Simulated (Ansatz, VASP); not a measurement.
**One calculation of Ge, two programs**

INCAR

```
SYSTEM = Ge
PREC     = Accurate       ! precision mode
ENCUT    = 520            ! plane-wave cutoff, eV
EDIFF    = 1E-6           ! SCF threshold, eV
ISMEAR   = -1             ! smearing method
SIGMA    = 0.05           ! smearing width, eV
LREAL    = .False.        ! projectors in reciprocal space
LASPH    = .True.         ! aspherical terms in the spheres
NELM     = 60             ! most SCF steps
ALGO     = Normal         ! electronic algorithm
ISIF     = 2              ! what is computed and relaxed
LWAVE    = .False.        ! write WAVECAR
LCHARG   = .True.         ! write CHGCAR
LELF     = .True.         ! ELF
LVHAR    = .True.       
NBANDS   = 21             ! bands
```

KPOINTS

```
Automatic mesh
0
Gamma
  10 10 10
  0 0 0
```

The input POSCAR:

```
Ge
1.0
    0.0000000000      2.8659949267      2.8659949267
    2.8659949267      0.0000000000      2.8659949267
    2.8659949267      2.8659949267      0.0000000000
Ge
2
Direct
    0.5000000000      0.5000000000      0.5000000000
    0.7500000000      0.7500000000      0.7500000000
```

Input for Ansatz:

```yaml
crystal:
  lattice:
    - [0.0, 2.8659949267, 2.8659949267]
    - [2.8659949267, 0.0, 2.8659949267]
    - [2.8659949267, 2.8659949267, 0.0]
  atoms:
    - { symbol: Ge, position: [0.5, 0.5, 0.5] }
    - { symbol: Ge, position: [0.75, 0.75, 0.75] }
kpoints:
  mp_grid: { grid: [10, 10, 10] }
scf:
  occupations: { method: fermi_dirac, width: 0.05 }
hamiltonian:
  xc: lda
  pseudopotentials: { kind: all_electron, lapw: { basis_error: 0.00025 } }
output:
  forces: true
  stress: true
  eigenvalues: true
```

Change from the starting cell: volume scaled by 1.04.

Alike in both runs: task single point; functional LDA; k mesh 10 × 10 × 10; occupations fermi-dirac, width 0.05 eV; no spin polarisation.

|  | VASP | Ansatz |
| --- | --- | --- |
| version | VASP 6.6.1 | Ansatz 0.2.0 |
| potentials or method | VASP PAW LDA potentials, release 64 (Ge_d) | all-electron LAPW, scalar-relativistic |
| plane-wave cutoff (eV) | 520 | see its input |

Ansatz gave:

```
pressure (GPa) : -3.6
```

What did VASP give for the same quantities?

Pressure (GPa): -3.5.

Ansatz ran all-electron here, so the differences hold the error of VASP's frozen core and of both bases.
